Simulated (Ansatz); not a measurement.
# CuAu in Ansatz: the effect of functional

Crystal: CuAu.

```
Au Cu
1.0
     2.82936    0.00000    0.00000
     0.00000    2.82936    0.00000
     0.00000    0.00000    3.70940
Au Cu
1 1
Direct
  0.00000 0.00000 0.00000
  0.50000 0.50000 0.50000
```

The cell isn't the ideal one: volume scaled by 1.02.

Alike in all runs:

```yaml
Program: Ansatz 0.2.0
Task: single point
Potentials_or_basis: Ansatz PAW
k_mesh: 9 × 9 × 7
Occupations: fermi-dirac, width 0.05 eV
Spin: no spin polarisation
```

```tsv
functional	cutoff	pressure (GPa)
LDA	420 eV (not typed: the program's choice for these potentials)	-11.8
r2SCAN	500 eV (not typed: the program's choice for these potentials)	?
PBE	420 eV (not typed: the program's choice for these potentials)	1.4
```

Question: What does the run with functional r2SCAN give?

Answer: Pressure -3.3 GPa.

Caveats: the PAW data sets come from PBE, with cores solved anew for the run's functional, which leaves a small shift of forces and pressure (some runs).
